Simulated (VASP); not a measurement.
Write the native input for VASP 6.6.1 that does the following.

```yaml
Task: single point
Functional: PBE
Potentials_or_basis: VASP PAW PBE potentials, release 64 (Re)
Cutoff: 520 eV
k_mesh: 11 × 11 × 6
Occupations: fermi-dirac, width 0.05 eV
Spin: no spin polarisation
Further_INCAR_settings: ALGO = Normal; EDIFF = 1e-07; NBANDS = 14
```

The structure of Re lies in POSCAR:

```
Re
1.0
    2.7608000000      0.0000000000      0.0000000000
   -1.3804000000      2.3909229348      0.0000000000
    0.0000000000      0.0000000000      4.4582000000
Re
2
Direct
    0.6666666667      0.3333333333      0.7500000000
    0.3333333333      0.6666666667      0.2500000000
```

The input as run:

INCAR

```
  PREC = Accurate
  ENCUT = 520
  EDIFF = 1E-7
  ISMEAR = -1
  SIGMA = 0.05
  LREAL = False
  LASPH = True
  NELM = 60
  ALGO = Normal
  ISIF = 2
  LWAVE = False
  LCHARG = False
  GGA = PE
  NBANDS = 14
```

KPOINTS

```
Automatic mesh
0
Gamma
  11 11 6
```

Potentials or basis: VASP PAW PBE potentials, release 64 (Re).

The run is started by

```bash
$ cat potpaw_PBE.64/Re/POTCAR > POTCAR
$ mpirun -np 1 vasp_std > vasp.out
```

Results of the run:

| Item | Value |
| --- | --- |
| Pressure | 5.6 GPa |
| Band gap on the k mesh | none (metal or under the smearing width) |

Run time: 11 s on 1 thread of Intel(R) Xeon(R) 6975P-C (Granite Rapids), on a shared host, peak memory 0.16 GiB.
